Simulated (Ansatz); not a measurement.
Geometry optimisation in Ansatz: input, command and trajectory.

```yaml
crystal:
  lattice:
    - [4.5264041381, 0.0, 0.0]
    - [-2.263202069, 3.9199809714, 0.0]
    - [0.0, 0.0, 18.4766456361]
  atoms:
    - { symbol: Na, position: [0.0, 0.0, 0.0] }
    - { symbol: I, position: [0.6666666667, 0.3333333333, 0.1] }
    - { symbol: Na, position: [0.3333333333, 0.6666666667, 0.2] }
    - { symbol: I, position: [0.0, 0.0, 0.3] }
    - { symbol: Na, position: [0.6666666667, 0.3333333333, 0.4] }
    - { symbol: I, position: [0.0, 0.0, 0.5] }
    - { symbol: Na, position: [0.3333333333, 0.6666666667, 0.6] }
    - { symbol: I, position: [0.0, 0.0, 0.7] }
    - { symbol: Na, position: [0.6666666667, 0.3333333333, 0.8] }
    - { symbol: I, position: [0.3333333333, 0.6666666667, 0.9] }
basis:
  ecutwfc: 420
kpoints:
  mp_grid: { grid: [6, 6, 2] }
hamiltonian:
  xc: pbesol
scf:
  occupations: { method: gaussian, width: 0.02 }
output:
  forces: true
  stress: true
  eigenvalues: true
  populations: true
relax:
  adjacent_minimum: "off"
  f_tol: 0.01
  max_steps: 45
  cell: { stress_tol: 0.05 }
```

```bash
ansatz run input.yaml --threads 1 --pin off --max-ram 2560MiB --backend cpu --events-out ev --progress --plain --runs-dir out
```

Method: Ansatz, DFT PBEsol, scalar-relativistic, plane waves, PAW.

Of 5 frames 5 are shown, positions in Å and forces in eV/Å; the SCF threshold varies from step to step. Steps run on the plane waves of an earlier cell, with a Pulay correction in the pressure. The basis is chosen afresh for the last frame, the zero of the energies, and can be on the way; energy and pressure step there, also at an unchanged geometry.

```xyz
10
Lattice="4.5264 0.0000 0.0000 -2.2632 3.9200 0.0000 0.0000 0.0000 18.4766" Properties=species:S:1:pos:R:3:forces:R:3 pbc="T T T" step=1 free_energy_over_end_meV_per_atom=15.94 pressure_GPa=0.57
Na    0.0000    0.0000    0.0000    0.0000    0.0000    0.0000
I     2.2632    1.3067    1.8477    0.0000    0.0000    0.0000
Na    0.0000    2.6133    3.6953    0.0000    0.0000   -0.0420
I     0.0000    0.0000    5.5430    0.0000    0.0000   -0.4430
Na    2.2632    1.3067    7.3907    0.0000    0.0000   -0.0410
I     0.0000    0.0000    9.2383    0.0000    0.0000    0.0000
Na    0.0000    2.6133   11.0860    0.0000    0.0000    0.0410
I     0.0000    0.0000   12.9337    0.0000    0.0000    0.4430
Na    2.2632    1.3067   14.7813    0.0000    0.0000    0.0420
I     0.0000    2.6133   16.6290    0.0000    0.0000    0.0000
10
Lattice="4.4798 0.0000 0.0000 -2.2399 3.8796 0.0000 0.0000 0.0000 19.0891" Properties=species:S:1:pos:R:3:forces:R:3 pbc="T T T" step=2 free_energy_over_end_meV_per_atom=0.45 pressure_GPa=0.12
Na    0.0000    0.0000    0.0000    0.0000    0.0000    0.0000
I     2.2399    1.2932    1.8472    0.0000    0.0000   -0.0140
Na    0.0000    2.5864    3.6840    0.0000    0.0000    0.0010
I     0.0000    0.0000    5.5268    0.0000    0.0000    0.0240
Na    2.2399    1.2932    7.5306    0.0000    0.0000    0.0060
I     0.0000    0.0000    9.5445    0.0000    0.0000    0.0000
Na    0.0000    2.5864   11.5585    0.0000    0.0000   -0.0060
I     0.0000    0.0000   13.5623    0.0000    0.0000   -0.0240
Na    2.2399    1.2932   15.4051    0.0000    0.0000   -0.0010
I     0.0000    2.5864   17.2418    0.0000    0.0000    0.0140
10
Lattice="4.4716 0.0000 0.0000 -2.2358 3.8725 0.0000 0.0000 0.0000 19.2204" Properties=species:S:1:pos:R:3:forces:R:3 pbc="T T T" step=3 free_energy_over_end_meV_per_atom=0.11 pressure_GPa=0.05
Na    0.0000    0.0000    0.0000    0.0000    0.0000    0.0000
I     2.2358    1.2908    1.8605    0.0000    0.0000   -0.0040
Na    0.0000    2.5817    3.7177    0.0000    0.0000    0.0000
I     0.0000    0.0000    5.5798    0.0000    0.0000    0.0130
Na    2.2358    1.2908    7.5912    0.0000    0.0000    0.0020
I     0.0000    0.0000    9.6102    0.0000    0.0000    0.0000
Na    0.0000    2.5817   11.6292    0.0000    0.0000   -0.0020
I     0.0000    0.0000   13.6406    0.0000    0.0000   -0.0130
Na    2.2358    1.2908   15.5028    0.0000    0.0000    0.0000
I     0.0000    2.5817   17.3599    0.0000    0.0000    0.0040
10
Lattice="4.4670 0.0000 0.0000 -2.2335 3.8685 0.0000 0.0000 0.0000 19.3068" Properties=species:S:1:pos:R:3:forces:R:3 pbc="T T T" step=4 free_energy_over_end_meV_per_atom=0.04 pressure_GPa=0.00
Na    0.0000    0.0000    0.0000    0.0000    0.0000    0.0000
I     2.2335    1.2895    1.8709    0.0000    0.0000    0.0000
Na    0.0000    2.5790    3.7414    0.0000    0.0000    0.0010
I     0.0000    0.0000    5.6187    0.0000    0.0000   -0.0020
Na    2.2335    1.2895    7.6320    0.0000    0.0000    0.0010
I     0.0000    0.0000    9.6534    0.0000    0.0000    0.0000
Na    0.0000    2.5790   11.6747    0.0000    0.0000   -0.0010
I     0.0000    0.0000   13.6881    0.0000    0.0000    0.0020
Na    2.2335    1.2895   15.5654    0.0000    0.0000   -0.0010
I     0.0000    2.5790   17.4358    0.0000    0.0000    0.0000
10
Lattice="4.4670 0.0000 0.0000 -2.2335 3.8685 0.0000 0.0000 0.0000 19.3068" Properties=species:S:1:pos:R:3:forces:R:3 pbc="T T T" step=5 free_energy_over_end_meV_per_atom=0.00 pressure_GPa=0.00
Na    0.0000    0.0000    0.0000    0.0000    0.0000    0.0000
I     2.2335    1.2895    1.8709    0.0000    0.0000    0.0000
Na    0.0000    2.5790    3.7414    0.0000    0.0000    0.0010
I     0.0000    0.0000    5.6187    0.0000    0.0000   -0.0020
Na    2.2335    1.2895    7.6320    0.0000    0.0000    0.0010
I     0.0000    0.0000    9.6534    0.0000    0.0000    0.0000
Na    0.0000    2.5790   11.6747    0.0000    0.0000   -0.0010
I     0.0000    0.0000   13.6881    0.0000    0.0000    0.0020
Na    2.2335    1.2895   15.5654    0.0000    0.0000   -0.0010
I     0.0000    2.5790   17.4358    0.0000    0.0000    0.0000
```

Time: 100 s on 1 thread of Intel(R) Xeon(R) Platinum 8259CL CPU @ 2.50GHz (Skylake/Cascade Lake), with other jobs on the host, peak memory 0.81 GiB.